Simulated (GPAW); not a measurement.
Runs of GPAW 26.7.0 on Sb. The structure is cubic, space group Fm-3m (No. 225). Conventional cell: a = 4.742 Å, b = 4.742 Å, c = 4.742 Å, α = 90.00°, β = 90.00°, γ = 90.00°. Around Sb (site symmetry m-3m) lie 12 Sb at 3.35 Å. This isn't the form of Sb at room conditions, which is rhombohedral.

```tsv
level	potentials or basis	eigensolver	gap on the mesh (eV)	pressure (GPa)	relaxed volume (Å³/atom)
RPBE	the program's PAW data sets (release 1.2.1) made for this functional, pw	-	none	0.1	28.13
SCAN	GPAW PAW data sets (gpaw-data 1.2.1), pw	-	none	0.0	(b)
LDA	the program's PAW data sets (release 1.2.1) made for this functional, pw	-	none	0.0	25.83
TPSS	GPAW PAW data sets (gpaw-data 1.2.1), pw	davidson	none	0.0	(a)
r2SCAN	GPAW PAW data sets (gpaw-data 1.2.1), pw	-	none	0.0	27.40
```

Alike in all rows: task relaxation of cell and atoms; no spin polarisation; cell relaxed; k mesh 8 × 8 × 8; cutoff (eV) 600; smearing fermi-dirac 0.05 eV.

Q: Fill in the values left out.

A: (a) 27.09; (b) 26.80.

Caveats: later steps reuse the first step's grids; the PAW data sets were made with another functional, which shifts forces and pressure a little (some runs).

A k mesh can miss the band edges, and the runs leave out spin-orbit coupling on Sb.

A gap of «none» marks a metal or a gap under the smearing width.

Runs at the PBE level aren't shown here.
